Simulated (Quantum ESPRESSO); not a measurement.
Runs of Quantum ESPRESSO 7.5 on GaN. The structure is hexagonal, space group P6_3mc (No. 186). The conventional cell has a = 3.180 Å, b = 3.180 Å, c = 5.166 Å, α = 90.00°, β = 90.00°, γ = 120.00°. Ga (site symmetry 3m) is surrounded by 4 N at 1.94 to 1.95 Å. N (site symmetry 3m) has 4 Ga at 1.94 to 1.95 Å as nearest neighbours. 

| task | level | potentials or basis | cell | form of the LDA correlation | most ionic steps | forc conv thr | etot conv thr | ion dynamics | gap on the mesh (eV) | pressure (GPa) | V0 of scaled cells (Å³/atom) | B0 (GPa) |
| --- | --- | --- | --- | --- | --- | --- | --- | --- | --- | --- | --- | --- |
| equation of state | LDA | PseudoDojo 0.4.1 SR LDA standard | as given | PW92 | - | - | - | - | - | - | 11.04 | 203 |
| band structure | PBE | PseudoDojo 0.4.1 SR PBE standard | as given | - | - | - | - | - | 2.01 | (a) | - | - |
| equation of state | PBEsol | PseudoDojo 0.4.1 SR PBEsol standard | as given | - | - | - | - | - | - | - | (b) | (c) |
| relaxation of cell and atoms | LDA | PseudoDojo 0.4.1 SR LDA standard | relaxed to 0.3 kbar | PW92 | 40 | 0.0004 Ry/bohr | 1e-05 Ry | bfgs | 2.18 | 0.0 | - | - |
| relaxation of cell and atoms | PBEsol | PseudoDojo 0.4.1 SR PBEsol standard | relaxed to 0.3 kbar | - | 40 | 0.0004 Ry/bohr | 1e-05 Ry | bfgs | 1.91 | 0.0 | - | - |

Alike in all rows: no spin polarisation; k mesh 10 × 10 × 5; cutoff (eV) 1143; smearing fermi-dirac 0.05 eV.

Problem. Estimate the missing entries.

Solution. (a) 7.5; (b) 11.38; (c) 188.

Caveats: the cell was scaled at fixed shape and fractional positions, which overstates the stiffness of a crystal with free parameters, most of all of layers and chains (some runs).

A k mesh can miss the band edges, and the runs leave out spin-orbit coupling on Ga.
